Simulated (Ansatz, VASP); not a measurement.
# Two plane-wave programs on GaN

Contents of INCAR:

```
SYSTEM = GaN
PREC = Accurate
ENCUT = 520
EDIFF = 1E-6
ISMEAR = 0
SIGMA = 0.01
LREAL = .FALSE.
LASPH = .TRUE.
NELM = 150
ALGO = Normal
ISIF = 2
LWAVE = .FALSE.
LCHARG = .FALSE.
MAGMOM = 0 0 0 0 0 0
LORBIT = 11
LSORBIT = .TRUE.
GGA_COMPAT = .FALSE.
LORBMOM = .TRUE.
GGA = PE
NBANDS = 30
```

KPOINTS

```
Automatic mesh
0
G
  10 10 10
  0 0 0
```

POSCAR

```
GaN
1.0
    0.0000000000      2.2489526313      2.2489526313
    2.2489526313      0.0000000000      2.2489526313
    2.2489526313      2.2489526313      0.0000000000
Ga N
1 1
Direct
    0.0000000000      0.0000000000      0.0000000000
    0.7500000000      0.7500000000      0.7500000000
```

Input for Ansatz:

```yaml
crystal:
  lattice:
    - [0.0, 2.2489526313, 2.2489526313]
    - [2.2489526313, 0.0, 2.2489526313]
    - [2.2489526313, 2.2489526313, 0.0]
  atoms:
    - { symbol: Ga, position: [0.0, 0.0, 0.0] }
    - { symbol: "N", position: [0.75, 0.75, 0.75] }
kpoints:
  mp_grid: { grid: [10, 10, 10] }
  band_path:
    path:
      - [0.0, 0.0, 0.0]
      - [-0.5, -0.5, 0.0]
      - [-0.375, -0.375, 0.25]
      - [-0.375, 0.0, 0.375]
      - [0.0, 0.0, 0.5]
      - [-0.5, -0.25, 0.25]
    npoints: 1
hamiltonian:
  xc: pbe
scf:
  occupations: { method: fixed }
  n_extra_bands: 8
magnetization:
  noncollinear: true
  spin_orbit: true
output:
  forces: true
  stress: true
  eigenvalues: true
```

Alike in both runs: task single point; functional PBE; k mesh 10 × 10 × 10; non-collinear spin, spin-orbit coupling.

|  | VASP | Ansatz |
| --- | --- | --- |
| version | VASP 6.6.1 | Ansatz 0.2.0 |
| potentials or method | VASP PAW PBE potentials, release 64 (Ga_d, N) | plane waves, PAW |
| plane-wave cutoff (eV) | 520 | 420 |
| occupations | gaussian, width 0.01 eV | fixed |
| valence electrons in the cell | 18 | 18 |

Ansatz gave:

```
gap on the k mesh at the Fermi level (eV) : 1.75
pressure (GPa)                            : 6.2
net moment per atom (μB)                  : 0.00
```

Problem. Estimate VASP's values.

Solution. gap on the k mesh at the Fermi level (eV): 1.76; pressure (GPa): 6.2; net moment per atom (μB): 0.00.
